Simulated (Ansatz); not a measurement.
**Ag: how the settings move a single-point run**

Aim: see which settings change the result for Ag, by how much, and at what cost.

Computed with Ansatz 0.2.0 (reference: DFT, PBE, PAW with Ansatz's default frozen-core files, scalar-relativistic, unless a step's input says otherwise).

## 1. The system as given

The structure is hexagonal, space group P6_3/mmc (No. 194). The conventional cell has a = 2.873 Å, b = 2.873 Å, c = 4.982 Å, α = 90.00°, β = 90.00°, γ = 120.00°. Around Ag (site symmetry -6m2) lie 12 Ag at 2.87 to 2.99 Å.

As a file:

```
Ag
1.0
     2.87310    0.00000    0.00000
    -1.43655    2.48818    0.00000
     0.00000    0.00000    4.98160
Ag
2
Direct
  0.33333 0.66667 0.25000
  0.66667 0.33333 0.75000
```

## 2. Baseline

input.yaml reads:

```yaml
crystal:
  lattice:
    - [2.8730994975, 0.0, 0.0]
    - [-1.4365497487, 2.4881771524, 0.0]
    - [0.0, 0.0, 4.9816]
  atoms:
    - { symbol: Ag, position: [0.3333333333, 0.6666666667, 0.25] }
    - { symbol: Ag, position: [0.6666666667, 0.3333333333, 0.75] }
kpoints:
  mp_grid: { grid: [14, 14, 8] }
scf:
  occupations: { method: fermi_dirac, width: 0.05 }
hamiltonian:
  xc: pbe
  pseudopotentials: { kind: paw }
output:
  forces: true
  stress: true
  eigenvalues: true
  efg: { contact_densities: true }
```

On the command line:

```bash
> ansatz run input.yaml --threads 1 --pin off --max-ram 2048MiB --backend cpu --events-out ev --progress --plain --runs-dir out
```

## 3. Variant: starting moments, spin_polarized true, ecutwfc 58.8 Ry

input.yaml, as its differences from that of step 2:

```diff
@@ -6,4 +6,4 @@
   atoms:
-    - { symbol: Ag, position: [0.3333333333, 0.6666666667, 0.25] }
-    - { symbol: Ag, position: [0.6666666667, 0.3333333333, 0.75] }
+    - { symbol: Ag, position: [0.3333333333, 0.6666666667, 0.25], spin: 2.0 }
+    - { symbol: Ag, position: [0.6666666667, 0.3333333333, 0.75], spin: 2.0 }
 kpoints:
@@ -20 +20,9 @@
   efg: { contact_densities: true }
+  write_density: true
+  write_potential: true
+  elf: true
+  volumetric_format: npy
+magnetization:
+  spin_polarized: true
+basis:
+  ecutwfc: "58.8 Ry"
```

Before running it: what results should come out? Wanted: for each run, ending; energy change; pressure; gap; force.

**Answer**, as computed:

```tsv
run	ending	energy change	pressure (GPa)	gap (eV)	force (eV/Å)	cycles	time
reference	converged	0	0.9	0.00	0.00	6	2.4 s
1: starting moments, spin_polarized true, ecutwfc 58.8 Ry	converged	-1.9 meV/atom	0.9	0.00	0.00	14	21 s
```

Times don't compare one to one where runs were asked for different outputs or read a saved state (see the inputs); cycles may leave out searches for a lower state.

Residual by cycle in the longest SCF loop of each run; runs are numbered as in the table. The quantity is the density residual dr2, in eV.

```tsv
cycle	reference	run 1
1	1.3e-4	1.86
2	4.1e-5	0.623
3	1.6e-6	0.0394
5	4.9e-9	6.1e-4
6	3.5e-10	2.0e-4
7	-	2.1e-5
8	-	1.7e-5
9	-	9.1e-7
10	-	3.2e-7
12	-	1.2e-8
13	-	3.1e-10
14	-	1.9e-11
```

What this shows: Changing the spin polarisation and cutoff moves the energy by -1.9 meV/atom. The moments died out, so spin adds nothing to this shift.
